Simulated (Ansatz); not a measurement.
Take LiCl in the rock salt structure (space group Fm-3m, No. 225; a = 5.064 Å) as the base. Axes: x, y, z lie along the cube axes.

Calculations: PBEsol (Ansatz, a quantum-chemistry and plane-wave program; PAW; 420 eV plane waves; no spin-orbit coupling).

It is then changed as follows: uniaxial strain ε_zz = −1.00 %, all other strain components held at zero; the atoms relax in the strained cell.

Predict the stress tensor and what it implies for the stiffness.

Stress of the strained cell less that of the base (GPa, compression positive):
```
   0.22    0.00    0.00
   0.00    0.22    0.00
   0.00    0.00    0.67
```

Then −Δσ_ii/ε with ε = -0.0100 gives relaxed-ion elastic constants: C33 ≈ 67 GPa.

Whether these cells are dynamically stable was not tested.
